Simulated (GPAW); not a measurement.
Set up this calculation in GPAW 26.7.0, as an ASE script.

| Property | Result |
| --- | --- |
| Task | dielectric tensor |
| Functional | AM05 |
| Potentials or basis | PAW data sets generated in the run's folder for this functional |
| Cutoff | 650 eV |
| Basis | pw |
| k mesh | 7 × 7 × 7 |
| Occupations | fermi-dirac, width 0.001 eV |
| Spin | no spin polarisation |
| Response ecut | 80 eV |
| Maxiter | 150 |
| Response k mesh | 18 × 18 × 18 |
| Response bands | 28 |
| Kernels | ["RPA"] |
| Coarser k mesh | 18 × 18 × 18 |

The structure of MgS lies in POSCAR:

```
MgS
1.0
    0.0000000000      2.8331200468      2.8331200468
    2.8331200468      0.0000000000      2.8331200468
    2.8331200468      2.8331200468      0.0000000000
S Mg
1 1
Direct
    0.2500000000      0.2500000000      0.2500000000
    0.0000000000      0.0000000000      0.0000000000
```

The cell comes from a database or a generator and needn't be the stable form of this composition.

These files were run (other wordings do the same):

run.py

```python
import numpy as np
from ase.dft.bandgap import bandgap
from ase.io import read, write
from gpaw import GPAW, PW, setup_paths
from gpaw.response.df import DielectricFunction

setup_paths.insert(0, '.')

atoms = read('POSCAR')

calc = GPAW(mode=PW(650),
            xc='AM05',
            kpts={'size': (7, 7, 7), 'gamma': True},
            occupations={'name': 'fermi-dirac', 'width': 0.001},
            nbands=16,
            convergence={'density': 1e-06},
            maxiter=150,
            txt='gpaw.txt')
atoms.calc = calc
energy = atoms.get_potential_energy()
calc.write('gs.gpw')
write('result.traj', atoms)
print(f'Energy: {energy:.6f} eV')
print('Fermi level:', round(calc.get_fermi_level(), 4), 'eV')
print(f'Gap: {bandgap(calc)[0]:.4f} eV, direct: {bandgap(calc, direct=True)[0]:.4f} eV')

for size in [(18, 18, 18)]:
    name = 'x'.join(str(n) for n in size)
    dense = calc.fixed_density(kpts={'size': size, 'gamma': True},
                               nbands=34, convergence={'bands': 28, 'eigenstates': 1e-7},
                               update_fermi_level=True, txt=f'dense-{name}.txt')
    dense.write(f'{name}.gpw', mode='all')
    df = DielectricFunction(f'{name}.gpw', frequencies=np.array([0.0]), hilbert=False, eta=0.001,
                            ecut=80, nbands=28, intraband=False, txt=f'df-{name}.txt')
    for xc in ['RPA']:
        for direction in ['x', 'y', 'z', [0, 1, 1], [1, 0, 1], [1, 1, 0]]:
            e0, e = df.get_macroscopic_dielectric_constant(xc=xc, direction=direction)
            print(f'{name} {xc} {direction}: {e0:.4f} without, {e:.4f} with local fields')
```

Potentials or basis: PAW data sets generated in the run's folder for this functional, pw.

Launch:

```sh
$ gpaw-setup -f AM05 Mg S
$ OMP_NUM_THREADS=1 python run.py
```

Results of the run:

The band gap on the k mesh is 3.44 eV, direct and the electronic dielectric tensor (diagonal) is 3.71.

Caveat: the long-wavelength limit can be off by a per cent or two.

Wall time 7 min on 1 thread of Intel(R) Xeon(R) Processor @ 2.50GHz (Skylake/Cascade Lake), with other jobs on the host, peak memory 0.54 GiB.
